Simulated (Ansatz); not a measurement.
# CdS: the cost of one run

Method: DFT r2SCAN, scalar-relativistic, plane waves, PAW, in Ansatz 0.2.0.

9 further runs of the same task are left out: 9 set aside as unsound or not needed.

### Step 1. The system as given

It takes space group Fm-3m (No. 225, cubic). Conventional cell: a = 5.454 Å, b = 5.454 Å, c = 5.454 Å, α = 90.00°, β = 90.00°, γ = 90.00°. Around Cd (site symmetry m-3m) lie 6 S at 2.73 Å. Around S (site symmetry m-3m) lie 6 Cd at 2.73 Å.

As a file:

```cif
data_structure
_symmetry_space_group_name_H-M 'Fm-3m'
_symmetry_Int_Tables_number 225
_cell_length_a 5.4538
_cell_length_b 5.4538
_cell_length_c 5.4538
_cell_angle_alpha 90.000
_cell_angle_beta 90.000
_cell_angle_gamma 90.000
_cell_volume 162.22
loop_
_atom_site_label
_atom_site_type_symbol
_atom_site_symmetry_multiplicity
_atom_site_Wyckoff_symbol
_atom_site_fract_x
_atom_site_fract_y
_atom_site_fract_z
_atom_site_occupancy
Cd1 Cd 4 a 0.00000 0.00000 0.00000 1
S1 S 4 b 0.50000 0.00000 0.00000 1
```

It goes back to an entry of the Materials Project, which need not be the stable form.

It is the result of an earlier relaxation at this level (volume 20.28 Å³/atom; gap on the mesh: 0.75 eV).

### Step 2. Plan of the line

The energy is mapped over a normal mode and a strain (zone-centre modes of the cell shown) (x along [1 0 0], y along [0 1 0], z along [0 0 1] of the conventional cell).

First coordinate, amplitude of mode 4 (139 cm⁻¹), largest displacement in the unstrained cell: 11 values from −0.203 Å. Second coordinate, equal normal strain along x, y and z: 7 values from −2.50 %.

Nothing else is relaxed (the pattern is fixed in fractional coordinates). Energies count from the relaxed high-symmetry cell. Points are written as (first, second).

The modes come from a phonon run on the reference cell, made beforehand.

Displacement patterns for an amplitude of 1 (Å):

| atom | x1 | y1 | z1 |
| --- | --- | --- | --- |
| Cd1 | -0.285 | 0.000 | 0.000 |
| S2 | 1.000 | 0.000 | 0.000 |

### Step 3. Grid point (−0.203 Å, −1.67 %)

File input.yaml:

```yaml
crystal:
  lattice:
    - [0.0, 2.6813668913, 2.6813668913]
    - [2.6813668913, 0.0, 2.6813668913]
    - [2.6813668913, 2.6813668913, 0.0]
  atoms:
    - { symbol: Cd, position: [-0.0106154634, 0.0106154634, 0.0106154634] }
    - { symbol: S, position: [0.5372216687, 0.4627783313, 0.4627783313] }
basis:
  ecutwfc: 500
kpoints:
  mp_grid: { grid: [8, 8, 8] }
hamiltonian:
  xc: r2scan
scf:
  occupations: { method: gaussian, width: 0.05 }
output:
  forces: true
  stress: true
  eigenvalues: true
```

Started as:

```console
> ansatz run input.yaml --threads 1 --pin off --max-ram 2048MiB --backend cpu --events-out ev --progress --plain --runs-dir out
```

Q: Estimate wall time and peak memory on 1 thread of Intel Xeon Platinum 8488C (Sapphire Rapids), shared host.

About 7.1 s, with a peak of 0.55 GiB.
